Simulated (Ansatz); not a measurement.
Input for Ansatz (plane-wave DFT, PAW):

```yaml
crystal:
  lattice:
    - [0.0, 3.092189208, 3.092189208]
    - [3.092189208, 0.0, 3.092189208]
    - [3.092189208, 3.092189208, 0.0]
  atoms:
    - { symbol: Sn, position: [0.0, 0.0, 0.0] }
    - { symbol: Se, position: [0.5, 0.5, 0.5] }
basis:
  ecutwfc: 420
kpoints:
  mp_grid: { grid: [10, 10, 10] }
hamiltonian:
  xc: pbe
scf:
  occupations: { method: gaussian, width: 0.01 }
output:
  forces: true
  stress: true
  eigenvalues: true
  populations: true
```

Command:
```bash
ansatz run input.yaml --threads 1 --pin off --max-ram 1331MiB --backend cpu --events-out ev --progress --plain --runs-dir out
```

The calculation used DFT PBE, scalar-relativistic, plane waves, PAW in Ansatz.

From the run's log, abridged:

```
Pseudopotentials: kind: paw
Pseudopotential: Sn, paw, valence charge 14, recommended cutoff 420 eV (normal)
Pseudopotential: Se, paw, valence charge 16, recommended cutoff 420 eV (normal)
Functional definition: PBE
Crystal: 2 atoms, lattice volume = 59.133 Å³
Basis set: ecut = 420 eV, 1139 PW (Γ), exchange–correlation on 60×60×60 points (8 copies of the dense FFT grid, shifted against one another)
Bands: 19, of which v1, the nominal top of the filled ones, is band 15 counted from 1 (14 counted from 0)
Symmetry: 48 space group operations
Space group: Fm-3m (ITA 225), of the structure as read, at distance tolerance 3.9e-5 Å
k-points: 47 of 1000
Initial density: superposition of atomic densities (neutral atoms: chi_scale 0, normalization atom), corrected by the library's trained network
Initial wavefunctions: pseudopotential atomic-orbital guess
Functional: x = pbe(κ = 0.804, μ = 0.21951497), c = pbe(β = 0.06672455)
SCF iter   1: F=—  HF=-11494.130801 eV  |F-HF|=—  |Δ(HF+E_count)|=         —  Δρ=5.64e-4  dr2=1.73e-4  ethr=1.77e-3  ⟨swp⟩=6.2  Hψ=4422  notcnv=0
SCF iter   2: F=—  HF=-11494.129791 eV  |F-HF|=—  |Δ(HF+E_count)|=   1.01e-3  Δρ=4.10e-4  dr2=5.69e-5  ethr=5.76e-7  ⟨swp⟩=3.0  Hψ=2264  notcnv=0
SCF iter   3: F=—  HF=-11494.129787 eV  |F-HF|=—  |Δ(HF+E_count)|=   3.36e-6  Δρ=2.09e-4  dr2=1.33e-5  ethr=1.90e-7  ⟨swp⟩=2.0  Hψ=1598  notcnv=0
SCF iter   4: F=—  HF=-11494.129810 eV  |F-HF|=—  |Δ(HF+E_count)|=   2.25e-5  Δρ=9.41e-5  dr2=5.35e-6  ethr=4.44e-8  ⟨swp⟩=2.0  Hψ=1714  notcnv=0
SCF iter   5: F=—  HF=-11494.129807 eV  |F-HF|=—  |Δ(HF+E_count)|=   2.61e-6  Δρ=4.75e-5  dr2=1.26e-6  ethr=1.78e-8  ⟨swp⟩=2.0  Hψ=1217  notcnv=0
SCF iter   6: F=-11494.129806 eV  HF=-11494.129806 eV  |F-HF|=6.41e-8  |Δ(HF+E_count)|=   9.20e-7  Δρ=9.37e-6  dr2=4.10e-8  ethr=3.33e-10  ⟨swp⟩=3.2  Hψ=4081  notcnv=0
SCF 1 converged in 6 iterations: F = -11494.129806 eV  dr2 = 4.10e-8
SCF converged after 6 iterations
Free energy (F): -11494.129806 eV
Harris-Foulkes:  -11494.129806 eV  (|F-HF|=6.41e-8)
Internal energy: -11494.129806 eV  (E = F + TS)
E sigma→0 (E₀):  -11494.129806 eV
Fermi energy:    8.128901 eV
--- Per-component energies (eV) ---
  E_band       = -505.917396
  E_kinetic    = 301.212089
  E_local      = -3455.785984  (includes V_loc(G=0)·N_el)
  E_nonlocal   = -628.639327
  E_hartree    = 1800.526113
  E_xc         = -486.701943
  E_vxc        = -193.588211  (∫ρ·V_xc dr)
  E_paw        = -6043.751191  (= ΣΔE_a)
  E_vpaw       = -130.153780  (= ΣTr[D̂ρ^β])
  E_aug_tail   = -0.000626  (compensation charges beyond the density's cutoff)
  E_ewald      = -2980.988937
  E_smearing   =  0.000000  (= −TS)
--- Forces (eV/Å), atoms counted from 1 ---
  atom   1  Sn     0.00000000     0.00000000     0.00000000
  atom   2  Se     0.00000000     0.00000000     0.00000000
--- Stress (GPa, compression-positive) ---
       -2.580062       0.000000       0.000000
        0.000000      -2.580062       0.000000
        0.000000       0.000000      -2.580062
  P = ⅓ Tr σ = -2.5801 GPa (-25.801 kbar)
--- Band table (eV; the first three rows and the last of 47) ---
  k-point 0: bands = ["-39.5150", "-39.5150", "-39.5138", "-39.5138", "-39.5138", "-13.6935", "-13.6935", "-13.6935", "-13.6881", "-13.6881", "-5.3960", "2.6415", "5.9894", "5.9894", "5.9894", "11.9665", "11.9665", "11.9665", "13.9144"]
  k-point 1: bands = ["-39.5150", "-39.5150", "-39.5138", "-39.5138", "-39.5138", "-13.6933", "-13.6930", "-13.6930", "-13.6883", "-13.6883", "-5.3361", "2.3587", "6.0015", "6.0015", "6.2108", "11.4250", "11.5421", "11.5421", "13.8698"]
  k-point 2: bands = ["-39.5150", "-39.5150", "-39.5138", "-39.5138", "-39.5138", "-13.6928", "-13.6924", "-13.6924", "-13.6879", "-13.6879", "-5.1690", "1.7181", "6.0410", "6.0410", "6.6811", "10.4356", "10.7279", "10.7279", "13.9417"]
  k-point 46: bands = ["-39.5150", "-39.5150", "-39.5138", "-39.5138", "-39.5137", "-13.7009", "-13.6922", "-13.6871", "-13.6866", "-13.6812", "-4.3977", "1.2933", "3.4907", "3.9841", "6.7620", "9.8238", "12.2134", "12.8011", "14.1446"]
--- Löwdin populations: 2 sites ---
  site symbol q [e]
     0     Sn     13.5989
     1     Se     16.3510
  spilling = 0.001670 (of n_electrons = 30.000000)
```

Self-consistency was reached.